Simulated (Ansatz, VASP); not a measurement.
# NaCl: VASP beside Ansatz

File INCAR:

```
PREC = Accurate ; ENCUT = 520
EDIFF = 1E-7 ; ISMEAR = -1
SIGMA = 0.05 ; LREAL = False
LASPH = True ; NELM = 60
ALGO = Normal ; ISIF = 2
LWAVE = False ; LCHARG = False
GGA = PS ; NBANDS = 14
```

Contents of KPOINTS:

```
regular mesh
0
Gamma
  8 8 8
```

Contents of POSCAR:

```
NaCl
1.0
    0.0000000000      2.7940632177      2.7940632177
    2.7940632177      0.0000000000      2.7940632177
    2.7940632177      2.7940632177      0.0000000000
Cl Na
1 1
Direct
    0.5000000000      0.5000000000      0.5000000000
    0.0000000000      0.0000000000      0.0000000000
```

Contents of input.yaml:

```yaml
crystal:
  lattice:
    - [0.0, 2.7940632177, 2.7940632177]
    - [2.7940632177, 0.0, 2.7940632177]
    - [2.7940632177, 2.7940632177, 0.0]
  atoms:
    - { symbol: Cl, position: [0.5, 0.5, 0.5] }
    - { symbol: Na, position: [0.0, 0.0, 0.0] }
kpoints:
  mp_grid: { grid: [8, 8, 8] }
  band_path:
    path:
      - [0.0, 0.0, 0.0]
      - [0.5, 0.0, 0.5]
      - [0.5, 0.25, 0.75]
      - [0.375, 0.375, 0.75]
      - [0.0, 0.0, 0.0]
      - [0.5, 0.5, 0.5]
      - [0.625, 0.25, 0.625]
      - [0.5, 0.25, 0.75]
    npoints: 6
scf:
  occupations: { method: fermi_dirac, width: 0.05 }
hamiltonian:
  xc: pbesol
  pseudopotentials: { kind: all_electron, lapw: { basis_error: 0.001 } }
output:
  forces: true
  stress: true
  eigenvalues: true
```

The cell is a database's computed one.

Alike in both runs: functional PBEsol; k mesh 8 × 8 × 8; occupations fermi-dirac, width 0.05 eV; no spin polarisation.

|  | VASP | Ansatz |
| --- | --- | --- |
| version | VASP 6.6.1 | Ansatz 0.2.0 |
| potentials or method | VASP PAW PBE potentials, release 64 (Cl, Na_pv) | all-electron LAPW, scalar-relativistic |
| plane-wave cutoff (eV) | 520 | see its input |
| task | single point | band structure |

```csv
,VASP,Ansatz,Ansatz less VASP
gap on the k mesh at the Fermi level (eV),5.04,5.04,+0.003
least direct gap on the mesh (eV),5.04,5.04,+0.003
pressure (GPa),0.2,0.2,-0.02
```

Ansatz ran all-electron here, so the differences hold the error of VASP's frozen core and of both bases.

Caveats: the PAW data sets were made with another functional, which shifts forces and pressure a little (VASP). As with any semilocal functional, this PBEsol gap is likely too small.
